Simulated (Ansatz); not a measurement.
Consider Ti$_{3}$SiC$_{2}$ (space group P6_3/mmc, No. 194; a = 3.0728 Å, c = 17.7228 Å). Axes: x lies along a and z along c of the hexagonal cell.

(Cell as relaxed with PBE.)

Levels (all Ansatz, a first-principles code, PAW): PBE (420 eV, no spin-orbit coupling); r2SCAN (500 eV, without spin-orbit coupling).

Each level relaxes its own structure.

| base | PBE | r2SCAN |
|---|---|---|
| volume per atom | 12.08 Å³ | 12.00 Å³ |
| lattice parameter a | 3.073 Å | 3.067 Å |
| band gap | zero | zero |

The change: compressive biaxial strain of 1.01 % in the plane normal to [001], as in epitaxy on a mismatched substrate; the out-of-plane cell vector and the atoms relax.

```csv
quantity,PBE,r2SCAN
"pressure (mean of the normal stresses, compression positive)",2.7 GPa,[?]
volume per atom,11.90 Å³,[?]
band gap,zero,[?]
```

Problem. What does r2SCAN give?

Solution. 
- pressure (mean of the normal stresses, compression positive), r2SCAN: 2.9 GPa
- volume per atom, r2SCAN: 11.83 Å³
- band gap, r2SCAN: zero

PBE's pressure lies 0.2 GPa below r2SCAN's; PBE's volume per atom lies 0.076 Å³ above r2SCAN's (0.6 %); the two agree on the band gap. Neither level is exact; r2SCAN is the comparison here, not a measurement.

Without a gap, meshes like the base's 14×14×3 leave anisotropic stresses uncertain by several tenths of a GPa, and small strain energies with them. No phonon test of stability was made. The final runs are not spin-polarised.
